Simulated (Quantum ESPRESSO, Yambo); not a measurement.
# MgI2 (1T monolayer): G0W0 with Yambo, start to end, part 2 of 3

How does a plane-wave GW calculation on MgI2 (1T monolayer) run from the first input to the gap?

Quantum ESPRESSO 7.5 and Yambo 5.3.0; PBE and many-body steps on it, plane waves. Known limits of the many-body steps: not at the basis limit; no spin-orbit coupling.

So far. Step 2 (Ground state): The gap is indirect, with the least direct gap 0.26 eV higher. Step 3 (Bands along the symmetry lines): The gap is 3.665 eV, −0.050 eV from the run before at this level.

### 4. Empty states on the mesh, 6×6×1 mesh, 356 bands

Level of this step: DFT, PBE, plane waves, norm-conserving pseudopotentials (Quantum ESPRESSO).

The sums over transitions need many empty states on a uniform mesh; this step solves for them.

File pw.in:

```
&control
  calculation = 'nscf'
  prefix = 'x'
  outdir = 'o'
  pseudo_dir = 'pseudo'
/
&system
  ibrav = 0
  nat = 3
  ntyp = 2
  ecutwfc = 76.0
  nbnd = 356
  force_symmorphic = .true.
/
&electrons
  conv_thr = 1e-9
  electron_maxstep = 80
  diago_full_acc = .true.
  diago_thr_init = 5e-6
/
ATOMIC_SPECIES
  Mg 24.305 Mg.upf
  I 126.9 I.upf
CELL_PARAMETERS angstrom
  4.2075425951 0.0000000002 0.0000000000
  -2.1037712978 3.6438387748 0.0000000000
  0.0000000000 0.0000000000 16.0000000000
ATOMIC_POSITIONS crystal
  Mg 0.0000000000 0.0000000000 0.5000000000
  I 0.3333333333 0.6666666667 0.6046917629
  I 0.6666666667 0.3333333333 0.3953082371
K_POINTS automatic
  6 6 1 0 0 0
```

Command:

```bash
OMP_NUM_THREADS=1 mpirun -n 4 pw.x -nk 4 -in pw.in > pw.out
```

The program printed:

```text
[banner, memory and clock lines left out]
Program PWSCF v.7.5 starts

     Atomic positions and unit cell read from directory:
     o/x.save/

     Message from routine setup:
     using ibrav=0 with symmetry is DISCOURAGED, use correct ibrav instead

     G-vector sticks info

     bravais-lattice index     =            0
     lattice parameter (alat)  =       7.9511  a.u.
     unit-cell volume          =    1655.4050 (a.u.)^3
     number of atoms/cell      =            3
     number of atomic types    =            2
     number of electrons       =        60.00
     number of Kohn-Sham states=          356
     kinetic-energy cutoff     =      76.0000  Ry
     charge density cutoff     =     304.0000  Ry
     Exchange-correlation= PBE
                           (   1   4   3   4   0   0   0)

     celldm(1)=   7.951103  celldm(2)=   0.000000  celldm(3)=   0.000000
     celldm(4)=   0.000000  celldm(5)=   0.000000  celldm(6)=   0.000000

     crystal axes: (cart. coord. in units of alat)
               a(1) = (   1.000000   0.000000   0.000000 )
               a(2) = (  -0.500000   0.866025   0.000000 )
               a(3) = (   0.000000   0.000000   3.802695 )

     reciprocal axes: (cart. coord. in units 2 pi/alat)
               b(1) = (  1.000000  0.577350 -0.000000 )
               b(2) = ( -0.000000  1.154701  0.000000 )
               b(3) = (  0.000000 -0.000000  0.262971 )
     Pseudo is Norm-conserving, Zval = 10.0
     Generated using ONCVPSP code by D. R. Hamann
     Using radial grid of 1510 points,  4 beta functions with:
     Pseudo is Norm-conserving + core correction, Zval = 25.0
     Generated using ONCVPSP code by D. R. Hamann
     Using radial grid of 1188 points,  8 beta functions with:
     Mg               10.00    24.30500     Mg( 1.00)
     I                25.00   126.90000     I ( 1.00)

     12 Sym. Ops., with inversion, found

   Cartesian axes

     site n.     atom                  positions (alat units)
         1        Mg     tau(   1) = (   0.0000000   0.0000000   1.9013474  )
         2        I      tau(   2) = (  -0.0000000   0.5773503   2.2994582  )
         3        I      tau(   3) = (   0.5000000   0.2886751   1.5032365  )

     number of k points=     7
                       cart. coord. in units 2pi/alat
        k(    1) = (   0.0000000   0.0000000   0.0000000), wk =   0.0555556
        k(    2) = (  -0.0000000   0.1924501   0.0000000), wk =   0.3333333
        k(    3) = (  -0.0000000   0.3849002   0.0000000), wk =   0.3333333
        k(    4) = (   0.0000000  -0.5773503   0.0000000), wk =   0.1666667
        k(    5) = (   0.1666667   0.2886751   0.0000000), wk =   0.3333333
        k(    6) = (   0.1666667   0.4811252   0.0000000), wk =   0.6666667
        k(    7) = (   0.3333333   0.5773503   0.0000000), wk =   0.1111111

     Dense  grid:   148115 G-vectors     FFT dimensions: (  45,  45, 180)

     The potential is recalculated from file :
     o/x.save/charge-density

     Starting wfcs are   31 randomized atomic wfcs +  325 random wfcs

     Band Structure Calculation

     End of band structure calculation

          k = 0.0000 0.0000 0.0000 ( 18419 PWs)   bands (ev):

  -175.5452-175.5452-122.4088-122.4088-122.4088-122.4088-122.3941-122.3941
   -76.6255 -44.7980 -44.7980 -44.7946 -44.7946 -44.7885 -44.7885 -44.7871
   -44.7871 -44.7810 -44.7788 -43.3675 -43.3666 -43.3666 -13.1387 -12.6400
    -4.2487  -1.9687  -1.6675  -1.6675  -1.4034  -1.4034   2.5756   3.5133
[...]
[... 33 further rows ...]
[...]
69.8303  69.8303  69.8778  70.1642

          k =-0.0000 0.1925 0.0000 ( 18497 PWs)   bands (ev):

  -175.5453-175.5453-122.4090-122.4089-122.4089-122.4088-122.3941-122.3941
[...]
[... 33 further rows ...]
[...]
68.9113  68.9230  69.3678  69.4641

          k =-0.0000 0.3849 0.0000 ( 18507 PWs)   bands (ev):

  -175.5453-175.5453-122.4090-122.4089-122.4089-122.4088-122.3941-122.3940
[...]
18.2107  18.4250  19.1131  19.5234  20.0187  20.3310  20.6016  20.9957
     [... 33 further rows ...]
    67.2862  67.2897  67.5981  67.6018  67.7825  67.8972  67.9216  67.9891
    68.0302  68.1217  68.1536  68.3011

          k = 0.0000-0.5774 0.0000 ( 18536 PWs)   bands (ev):

     [... further k-points ...]

     highest occupied, lowest unoccupied level (ev):    -1.4034    2.2619

     XML data file, pseudopotentials, collected wavefunctions
```

It took 4.2 min on 4 MPI ranks of Arm Neoverse V1, shared host; peak memory 2.5 GiB; 17 min of CPU time.

Numbers from this step:

```yaml
gap: 3.665 eV
k_of_the_valence_top: 0, 0, 0
k_of_the_conduction_bottom: 0, -0.5, 0
least_direct_gap: 3.979 eV
k_points_computed: 7
lowest_point_of_the_top_converged_band_above_the_valence_top: 69.0914 eV
```

On this mesh the gap is 3.665 eV.

### 5. Conversion and set-up

This step: Yambo 5.3.0; conversion and set-up on PBE, plane waves, norm-conserving pseudopotentials.

The states are converted to the many-body program's format and the q mesh is built.

Command:

```bash
(cd o/x.save; p2y > p2y.log; mv SAVE ../..); yambo > setup.log
```

The program printed:

```text
 Yambo, version 5.3.0

 [02] CORE Variables Setup
 =========================

  [02.01] Unit cells
  ==================

  Cell kind             :  HCP
  Atoms in the cell     :  Mg  I
  number of Mg atoms    :  1
  number of I  atoms    :  2

  List of atomic masses
  Mass of Mg    :  24.30500
  Mass of I     :  126.9000

  List of atomic coordinates    : [cc]
  Mg1       :   0.00000   0.00000  15.11781  order 1
  I1       : -0.71251E-09   4.5906       18.283      order 2
  I2       :   3.97555   2.29529  11.95239  order 3

  Alat factors          :   7.95110   6.88586  30.23562 [a.u.]
  Direct lattice volume :   1655.40    [a.u.]
  Direct lattice vectors:  A[ 1 ]  A[ 2 ]  A[ 3 ]
   A[ 1 ]:   1.0000      0.54887E-10   0.0000      [iru]
    7.9511      0.37795E-09   0.0000      [cc]
   A[ 2 ]: -0.500000  1.000000  0.000000  [iru]
  -3.975552  6.885857  0.000000  [cc]
   A[ 3 ]:  0.000000  0.000000  1.000000  [iru]
    0.00000   0.00000  30.23562  [cc]

  Recip. lattice volume :  0.149843 [a.u.]
  Recip. lattice vectors:  B[ 1 ]  B[ 2 ]  B[ 3 ]
   B[ 1 ]:  1.000000  0.500000  0.000000  [iku]
   0.790228  0.456238 -0.000000  [cc]
   B[ 2 ]: -0.54887E-10   1.0000       0.0000      [iku]
  -0.43373E-10  0.91248       0.0000      [cc]
   B[ 3 ]:  0.000000  0.000000  1.000000  [iku]
   0.000000 -0.000000  0.207807  [cc]

  [02.02] Symmetries
  ==================

  Inversion symmetry    : yes
  Spatial inversion     : yes
  Inversion index       :   7
  K-space Time-reversal : no
  Magnetic symmetries   : no
  Group table correct   : yes
  Symmetries units      :  [cc]

   [S  1]:   1.0000      0.15503E-26   0.0000      0.20958E-16   1.0000       0.0000       0.0000       0.0000       1.0000
   [S  2]:   1.0000      0.95067E-10   0.0000      0.13722E-09  -1.0000       0.0000       0.0000       0.0000      -1.0000
   [S  3]: -0.500000  0.866025  0.000000 -0.866025 -0.500000  0.000000  0.000000  0.000000  1.000000
[...]
[S 11]:  0.500000  0.866025  0.000000  0.866025 -0.500000  0.000000  0.000000  0.000000  1.000000
   [S 12]:  0.500000 -0.866025  0.000000 -0.866025 -0.500000  0.000000  0.000000  0.000000  1.000000

  [02.03] Reciprocal space
  ========================

  nG shells         :   6592
  nG charge         :  148115
  nG WFs            :  21765
  nC WFs            :  18573
  G-vecs. in first 80 shells:  [ Number ]
     1    3    5    7    9   15   27   39   41
    53   65   67   79   81   93   99  111  123
   125  137  149  161  167  179  181  193  205
[...]
809   821   823   835   841   853   877   889
  ...
  Shell energy in first 80 shells:  [ mHa ]
[...]
3691.46      3746.76      3768.35      3824.42      3833.13      3861.55      3941.09      3972.15      4065.35
    4092.23      4232.02      4277.85      4286.56      4296.03      4358.16      4524.07      4648.33      4663.10
[...]
K/Q-points units:
  rlu = crystal or reduced units; cc = cartesian coordinates; iku = interal k-units

  K [1]          [rlu]:  0.000000  0.000000  0.000000
         WF components:  18419
  K [2]          [rlu]: -0.53293E-26  0.16667       0.0000
         WF components:  18497
  K [3]          [rlu]: -0.74924E-27  0.33333       0.0000
         WF components:  18507
  K [4]          [rlu]:  0.96197E-27 -0.50000       0.0000
         WF components:  18536
  K [5]          [rlu]:  0.166667  0.166667  0.000000
         WF components:  18519
  K [6]          [rlu]:  0.166667  0.333333  0.000000
         WF components:  18530
  K [7]          [rlu]:  0.333333  0.333333  0.000000
         WF components:  18573

  [02.05] Energies & Occupations
  ==============================

  [X] === General ===
  [X] Electronic Temperature                        :  0.000000  0.000000 [eV K]
  [X] Bosonic    Temperature                        :  0.000000  0.000000 [eV K]
  [X] Finite Temperature mode                       : no
  [X] El. density                                   :  0.24459E+24 [cm-3]
  [X] Fermi Level                                   : -1.403412 [eV]

  [X] === Gaps and Widths ===
  [X] Conduction Band Min                           :  3.665263 [eV]
  [X] Valence Band Max                              :  0.000000 [eV]
  [X] Filled Bands                                  :  30
  [X] Empty Bands                                   :    31   356
  [X] Direct Gap                                    :  3.979035 [eV]
  [X] Direct Gap localized at k                     :  1
  [X] Indirect Gap                                  :  3.665263 [eV]
  [X] Indirect Gap between kpts                     :   1   4
  [X] Last valence band width                       :  0.671967 [eV]
  [X] 1st conduction band width                     :  1.070350 [eV]

  E @ K [1]:  [eV]
  -174.1418 -174.1418 -121.0054 -121.0054 -121.0054 -121.0054 -120.9907 -120.9907
[...]
occ @ K [1]
[...]
E @ K [2]:  [eV]
[...]
occ @ K [2]
[...]
E @ K [3]:  [eV]
[...]
occ @ K [3]
[...]
E @ K [4]:  [eV]
[...]
occ @ K [4]
[...]
E @ K [5]:  [eV]
[...]
occ @ K [5]
[...]
E @ K [6]:  [eV]
[...]
occ @ K [6]
[...]
E @ K [7]:  [eV]
[...]
occ @ K [7]
[...]
0.000000  0.000000  0.000000  0.000000  0.000000  0.000000  0.000000  0.000000
   0.000000  0.000000  0.000000  0.000000  0.000000  0.000000  0.000000  0.000000

 [03] Transferred momenta grid and indexing
 ==========================================

 IBZ Q-points                                      :   7
 BZ  Q-points                                      :   36

 K/Q-points units:
 rlu = crystal or reduced units; cc = cartesian coordinates; iku = interal k-units

 Q [1]          [rlu]:  0.000000  0.000000  0.000000
 Q [2]          [rlu]:  0.40333E-17  0.16667       0.0000
 Q [3]          [rlu]:  0.80666E-17  0.33333       0.0000
 Q [4]          [rlu]: -0.12100E-16 -0.50000       0.0000
 Q [5]          [rlu]:  0.166667  0.166667  0.000000
 Q [6]          [rlu]:  0.166667  0.333333  0.000000
 Q [7]          [rlu]:  0.333333  0.333333  0.000000

  [03.01] X indexes
  =================

   [03.01.01] Sigma indexes
   ========================

 [06] Game Over & Game summary
```

The job ended after 3.8 s (1 MPI rank; peak memory 0.26 GiB).

(Continued in part 3 of 3.)

[Paths, hosts, dates, memory and timing lines, banners, echoed tables and standing remarks are left out of the program output.]

[Logs are printed without paths, hosts, clocks, repeated set-up lines and the standing remarks that a program may print on its own settings, such as how far it seeks lower states.]

[Runs of the session that timed out or met a known fault of the program may be left out.]

[Hosts, paths, dates, database ids (printed as entryN), source tags and the programs' standing remarks are cut or masked in the printed files.]
